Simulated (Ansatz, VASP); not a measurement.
This is a calculation of CaB2 for Ansatz 0.2.0.

The input input.yaml:

```yaml
crystal:
  lattice:
    - [3.2264302843, 0.0, 0.0]
    - [-1.6132151421, 2.7941705897, 0.0]
    - [0.0, 0.0, 4.067392]
  atoms:
    - { symbol: Ca, position: [0.0, 0.0, 0.0] }
    - { symbol: B, position: [0.6666666667, 0.3333333333, 0.5] }
    - { symbol: B, position: [0.3333333333, 0.6666666667, 0.5] }
hamiltonian:
  xc: r2scan
  pseudopotentials: { kind: paw }
kpoints:
  mp_grid: { grid: [9, 9, 7] }
scf:
  occupations: { method: fermi_dirac, width: 0.05 }
output:
  forces: true
  stress: true
  eigenvalues: true
relax:
  f_tol: 0.01
  max_steps: 40
  cell: { stress_tol: 0.05 }
```

Potentials or basis: Ansatz PAW.

The run is started by

```bash
$ ansatz run input.yaml --threads 2 --pin off --max-ram 5632MiB --backend cpu --events-out ev --progress --plain --runs-dir out
```

Task: Set up the same calculation for VASP 6.6.1. Potentials there: VASP PAW PBE potentials, release 64 (Ca_sv, B).

Result: As run (the cutoff follows the program's own potentials):

File INCAR:

```
SYSTEM = CaB2
ALGO = Normal
EDIFF = 1E-6
EDIFFG = -0.01
ENCUT = 600
IBRION = 2
ISIF = 3
ISMEAR = -1
LASPH = .True.
LCHARG = .False.
LMIXTAU = .True.
LREAL = .False.
LWAVE = .False.
METAGGA = R2SCAN
NELM = 60
NSW = 40
PREC = Accurate
SIGMA = 0.05
```

KPOINTS

```
k-points
0
Gamma
  9 9 7
  0 0 0
```

Contents of POSCAR:

```
CaB2
1.0
    3.2264302843      0.0000000000      0.0000000000
   -1.6132151421      2.7941705897      0.0000000000
    0.0000000000      0.0000000000      4.0673920000
Ca B
1 2
Direct
    0.0000000000      0.0000000000      0.0000000000
    0.6666666667      0.3333333333      0.5000000000
    0.3333333333      0.6666666667      0.5000000000
```

Potentials or basis: VASP PAW PBE potentials, release 64 (Ca_sv, B).

Launch:

```console
$ cat potpaw_PBE.64/Ca_sv/POTCAR potpaw_PBE.64/B/POTCAR > POTCAR
$ mpirun -np 1 vasp_std > vasp.out
```

Both were run:

|  | VASP | Ansatz | Ansatz less VASP |
| --- | --- | --- | --- |
| gap on the k mesh at the Fermi level, each at its own relaxed structure (eV) | none | none | - |
| relaxed volume (Å³/atom) | 12.25 | 12.19 | -0.063 |
| relaxed cell length with the largest relative difference (Å) | 4.082 | 4.071 | -0.0110 |

A gap of «none» marks a metal or a gap that the smearing closes.

Caveats: the PAW data sets were made with another functional, which shifts forces and pressure a little (VASP); the plane-wave basis is chosen anew once the cell has moved, so the energies of steps on either side of that aren't comparable (Ansatz); the PAW data sets come from PBE, with cores solved anew for the run's functional, which leaves a small shift of forces and pressure (Ansatz).
